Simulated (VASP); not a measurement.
# SnO2 (Pa-3) in VASP: further runs, part 3 of 3

VASP 6.6.1.

## Step 5: Relaxation of cell and atoms, PBE, target pressure 44.5 GPa, at which the enthalpy is minimised

This run uses another cell than the first one, of 9.83 Å³/atom, 0.851 times its volume.

INCAR reads:

```
  PREC = Accurate
  ENCUT = 600
  EDIFF = 1E-7
  ISMEAR = 0
  SIGMA = 0.03
  LREAL = False
  LASPH = True
  NELM = 80
  ALGO = Normal
  ISIF = 3
  LWAVE = False
  LCHARG = False
  GGA = PE
  IBRION = 2
  NSW = 90
  EDIFFG = -0.005
  PSTRESS = 445.0
  KPAR = 4
```

KPOINTS reads:

```
Automatic mesh
0
Gamma
  6 6 6
```

POSCAR reads:

```
SnO2                                    
1.0
    4.9049552635      0.0000000000     -0.0000000000
   -0.0000000000      4.9049552635      0.0000000000
   -0.0000000000      0.0000000000      4.9049552635
  Sn              O             
     4     8
Direct
     0.0000000000000000    0.5000000000000000    0.5000000000000000
     0.5000000000000000    0.5000000000000000    0.0000000000000000
     0.5000000000000000    0.0000000000000000    0.5000000000000000
     0.0000000000000000    0.0000000000000000    0.0000000000000000
     0.3453084772453638    0.1546915227546362    0.8453084772453640
     0.1546915227546362    0.8453084772453640    0.3453084772453638
     0.8453084772453640    0.3453084772453638    0.1546915227546362
     0.6546915227546360    0.6546915227546360    0.6546915227546360
     0.3453084772453638    0.3453084772453638    0.3453084772453638
     0.1546915227546362    0.6546915227546360    0.8453084772453640
     0.8453084772453640    0.1546915227546362    0.6546915227546360
     0.6546915227546360    0.8453084772453640    0.1546915227546362
```

Potentials or basis: VASP PAW PBE potentials, release 64 (Sn_d, O).

Run with:

```bash
$ cat potpaw_PBE.64/Sn_d/POTCAR potpaw_PBE.64/O/POTCAR > POTCAR
$ mpirun -np 4 vasp_std > vasp.out
```

OUTCAR:

```text
PREC = Accurate
   ENCUT = 600
   EDIFF = 1E-7
   ISMEAR = 0
   LREAL = False
   LASPH = True
   NELM = 80
   ISIF = 3
   GGA = PE
   IBRION = 2
   NSW = 90
   EDIFFG = -0.005
   PSTRESS = 445.0

 ion  position               nearest neighbor table
   1  0.000  0.500  0.500-   6 2.01   7 2.01   8 2.01   9 2.01  10 2.01  11 2.01   2 3.47   3 3.47
                             4 3.47   2 3.47   4 3.47   3 3.47   4 3.47   4 3.47   2 3.47   3 3.47
   2  0.500  0.500  0.000-   5 2.01   7 2.01   8 2.01   9 2.01  10 2.01  12 2.01   1 3.47   3 3.47
                             4 3.47   1 3.47   3 3.47   3 3.47   4 3.47   3 3.47   1 3.47   4 3.47
   3  0.500  0.000  0.500-   5 2.01   6 2.01   8 2.01   9 2.01  11 2.01  12 2.01   1 3.47   2 3.47
                             4 3.47   2 3.47   4 3.47   1 3.47   2 3.47   2 3.47   1 3.47   4 3.47
   4  0.000  0.000  0.000-   5 2.01   6 2.01   7 2.01  10 2.01  11 2.01  12 2.01   1 3.47   2 3.47
                             3 3.47   1 3.47   3 3.47   1 3.47   2 3.47   1 3.47   2 3.47   3 3.47
   5  0.345  0.155  0.845-   2 2.01   3 2.01   4 2.01
   6  0.155  0.845  0.345-   1 2.01   3 2.01   4 2.01
   7  0.845  0.345  0.155-   1 2.01   2 2.01   4 2.01
   8  0.655  0.655  0.655-   1 2.01   2 2.01   3 2.01
   9  0.345  0.345  0.345-   1 2.01   2 2.01   3 2.01
  10  0.155  0.655  0.845-   1 2.01   2 2.01   4 2.01
  11  0.845  0.155  0.655-   1 2.01   3 2.01   4 2.01
  12  0.655  0.845  0.155-   2 2.01   3 2.01   4 2.01

  LATTYP: Found a simple cubic cell.
 ALAT       =     4.9049552635

  Lattice vectors:

[... 193 lines left out ...]

 Free energy of the ion-electron system (eV)
  ---------------------------------------------------
  ext. energy  EPLUGINS =         0.00000000
  ---------------------------------------------------
  free energy    TOTEN  =       -70.93450886 eV

  energy without entropy =      -70.93450886  energy(sigma->0) =      -70.93450886

------------------------ aborting loop because EDIFF is reached ----------------------------------------

  FORCE on cell =-STRESS in cart. coord.  units (eV):
  Direction    XX          YY          ZZ          XY          YZ          ZX
  --------------------------------------------------------------------------------------
  -------------------------------------------------------------------------------------
  Total       32.8347163     32.8347163     32.8347163      0.0000000      0.0000000      0.0000000
  in kB      445.7985986    445.7985986    445.7985986      0.0000000      0.0000000      0.0000000
  external PRESSURE =       0.7985986 kB  Pullay stress =     445.0000000 kB
[... 179 lines left out ...]
--------------------------------------- Ionic step        5  -------------------------------------------

 number of electron     103.9999996 magnetization

 Free energy of the ion-electron system (eV)
  ---------------------------------------------------
  ext. energy  EPLUGINS =         0.00000000
  ---------------------------------------------------
  free energy    TOTEN  =       -70.93692132 eV

  energy without entropy =      -70.93692132  energy(sigma->0) =      -70.93692132

 E-fermi :   8.9466     XC(G=0): -12.5249

 val. band max:        8.7731053303   @ k =  -0.1667   0.3333   0.0000
 cond. band min:      11.0502088379   @ k =   0.0000   0.0000   0.0000
 fundamental gap:      2.2771035076
 Fermi energy:         8.9465713817

 k-point     1 :       0.0000    0.0000    0.0000
  band No.  band energies     occupation
      1     -12.4306      2.00000
      2     -12.4306      2.00000
      3     -12.4306      2.00000
      4     -11.4982      2.00000
      5     -11.1738      2.00000
      6     -11.1738      2.00000
[... 1592 lines left out ...]
  energy  without entropy=      -70.9369213215  energy(sigma->0) =      -70.93692132

  enthalpy is  TOTEN    =       -38.1586940401 eV   P V=       32.7782272815

 reached required accuracy - stopping structural energy minimisation
```

Run time: 2.8 min. Hardware: 4 MPI ranks of Intel Xeon Platinum 8559C (Emerald Rapids), shared host; peak memory 0.35 GiB.

Results:

| Item | Value |
| --- | --- |
| Free energy | -70.9369 eV |
| Energy change on relaxing (the enthalpy is what falls) | -0.2 meV/atom |
| Ionic steps | 5 |
| Pressure after relaxing | 44.5 GPa |
| Band gap on the k mesh | 2.28 eV, indirect (least direct gap 2.41 eV) |

Step by step:
```
step  energy change (eV)  largest force (eV/Å)  pressure (GPa)  volume (Å³)
   1              0.0000                0.0095           44.58       118.01
   2             -0.0232                0.0062           44.29       118.09
   3             -0.0103                0.0081           44.45       118.04
   4             -0.0077                0.0056           44.47       118.03
   5             -0.0024                0.0005           44.52       118.01
```

Final structure:
```yaml
crystal:
  lattice:
    - [4.90507, 0.00000, 0.00000]
    - [0.00000, 4.90507, 0.00000]
    - [0.00000, 0.00000, 4.90507]
  atoms:
    - { symbol: Sn, position: [0.00000, 0.50000, 0.50000] }
    - { symbol: Sn, position: [0.50000, 0.50000, 0.00000] }
    - { symbol: Sn, position: [0.50000, 0.00000, 0.50000] }
    - { symbol: Sn, position: [0.00000, 0.00000, 0.00000] }
    - { symbol: O, position: [0.34554, 0.15446, 0.84554] }
    - { symbol: O, position: [0.15446, 0.84554, 0.34554] }
    - { symbol: O, position: [0.84554, 0.34554, 0.15446] }
    - { symbol: O, position: [0.65446, 0.65446, 0.65446] }
    - { symbol: O, position: [0.34554, 0.34554, 0.34554] }
    - { symbol: O, position: [0.15446, 0.65446, 0.84554] }
    - { symbol: O, position: [0.84554, 0.15446, 0.65446] }
    - { symbol: O, position: [0.65446, 0.84554, 0.15446] }
```

Caveat: the cell is relaxed towards a set pressure, so the enthalpy falls and the energy may rise; spin-orbit coupling is left out, which moves the levels of the heavy elements. A k mesh can miss the band edges.
